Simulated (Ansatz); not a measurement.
# Si40H16Ru: the cost of one run

All numbers below are computed with Ansatz 0.2.0 (DFT PBEsol, plane waves, PAW, scalar-relativistic, no spin polarisation).

**1. The starting structure**

The cell holds 57 atoms (H16RuSi40): a = 7.679 Å, b = 15.358 Å, c = 17.256 Å, α = 90.00°, β = 90.00°, γ = 90.00°.

The coordinates stand in the first input below.

**2. Relaxing end A**

Input file input.yaml:

```yaml
crystal:
  lattice:
    - [7.67918, 0.0, 0.0]
    - [0.0, 15.358359, 0.0]
    - [0.0, 0.0, 17.2555]
  atoms:
    - { symbol: H, position: [0.409392, 0.0, 0.0579525] }
    - { symbol: H, position: [0.090608, 0.0, 0.0579525] }
    - { symbol: H, position: [0.909392, 0.0, 0.0579525] }
    - { symbol: H, position: [0.590608, 0.0, 0.0579525] }
    - { symbol: H, position: [0.409392, 0.25, 0.0579525] }
    - { symbol: H, position: [0.090608, 0.25, 0.0579525] }
    - { symbol: H, position: [0.909392, 0.25, 0.0579525] }
    - { symbol: H, position: [0.590608, 0.25, 0.0579525] }
    - { symbol: H, position: [0.409392, 0.5, 0.0579525] }
    - { symbol: H, position: [0.090608, 0.5, 0.0579525] }
    - { symbol: H, position: [0.909392, 0.5, 0.0579525] }
    - { symbol: H, position: [0.590608, 0.5, 0.0579525] }
    - { symbol: H, position: [0.409392, 0.75, 0.0579525] }
    - { symbol: H, position: [0.090608, 0.75, 0.0579525] }
    - { symbol: H, position: [0.909392, 0.75, 0.0579525] }
    - { symbol: H, position: [0.590608, 0.75, 0.0579525] }
    - { symbol: Si, position: [0.25, 0.0, 0.1081105] }
    - { symbol: Si, position: [0.75, 0.0, 0.1081105] }
    - { symbol: Si, position: [0.25, 0.25, 0.1081105] }
    - { symbol: Si, position: [0.75, 0.25, 0.1081105] }
    - { symbol: Si, position: [0.25, 0.5, 0.1081105] }
    - { symbol: Si, position: [0.75, 0.5, 0.1081105] }
    - { symbol: Si, position: [0.25, 0.75, 0.1081105] }
    - { symbol: Si, position: [0.75, 0.75, 0.1081105] }
    - { symbol: Si, position: [0.25, 0.125, 0.186781] }
    - { symbol: Si, position: [0.75, 0.125, 0.186781] }
    - { symbol: Si, position: [0.25, 0.375, 0.186781] }
    - { symbol: Si, position: [0.75, 0.375, 0.186781] }
    - { symbol: Si, position: [0.25, 0.625, 0.186781] }
    - { symbol: Si, position: [0.75, 0.625, 0.186781] }
    - { symbol: Si, position: [0.25, 0.875, 0.186781] }
    - { symbol: Si, position: [0.75, 0.875, 0.186781] }
    - { symbol: Si, position: [0.0, 0.125, 0.2654516] }
    - { symbol: Si, position: [0.5, 0.125, 0.2654516] }
    - { symbol: Si, position: [0.0, 0.375, 0.2654516] }
    - { symbol: Si, position: [0.5, 0.375, 0.2654516] }
    - { symbol: Si, position: [0.0, 0.625, 0.2654516] }
    - { symbol: Si, position: [0.5, 0.625, 0.2654516] }
    - { symbol: Si, position: [0.0, 0.875, 0.2654516] }
    - { symbol: Si, position: [0.5, 0.875, 0.2654516] }
    - { symbol: Si, position: [0.0, 0.0, 0.3441222] }
    - { symbol: Si, position: [0.5, 0.0, 0.3441222] }
    - { symbol: Si, position: [0.0, 0.25, 0.3441222] }
    - { symbol: Si, position: [0.5, 0.25, 0.3441222] }
    - { symbol: Si, position: [0.0, 0.5, 0.3441222] }
    - { symbol: Si, position: [0.5, 0.5, 0.3441222] }
    - { symbol: Si, position: [0.0, 0.75, 0.3441222] }
    - { symbol: Si, position: [0.5, 0.75, 0.3441222] }
    - { symbol: Si, position: [0.25, 0.0484534, 0.4204746] }
    - { symbol: Si, position: [0.75, 0.0484534, 0.4204746] }
    - { symbol: Si, position: [0.25, 0.2015466, 0.3996117] }
    - { symbol: Si, position: [0.75, 0.2015466, 0.3996117] }
    - { symbol: Si, position: [0.25, 0.5484534, 0.4204746] }
    - { symbol: Si, position: [0.75, 0.5484534, 0.4204746] }
    - { symbol: Si, position: [0.25, 0.7015466, 0.3996117] }
    - { symbol: Si, position: [0.75, 0.7015466, 0.3996117] }
    - { symbol: Ru, position: [0.5828221, 0.1490669, 0.5242097] }
basis:
  ecutwfc: 420.0
kpoints:
  mp_grid: { grid: [2, 1, 1] }
hamiltonian:
  xc: pbesol
  pseudopotentials: { kind: paw, azcp: { folder: soft_1 } }
scf:
  occupations: { method: gaussian, width: 0.02 }
  lower_state_search: "off"
relax:
  f_tol: 0.03
  max_steps: 60
  adjacent_minimum: "off"
  constraints:
    - { sites: [0, 1, 2, 3, 4, 5, 6, 7, 8, 9, 10, 11, 12, 13, 14, 15, 16, 17, 18, 19, 20, 21, 22, 23] }
output:
  write_density: true
  write_potential: true
  elf: true
  volumetric_format: npy
```

The run is started by

```bash
> ansatz run input.yaml --threads 4 --pin off --max-ram 10240MiB --backend cpu --events-out ev --progress --plain --runs-dir out
```

What time and memory should one allow on 4 threads of Arm Neoverse V2, shared host?

About 4.2 min, with a peak of 3.5 GiB.
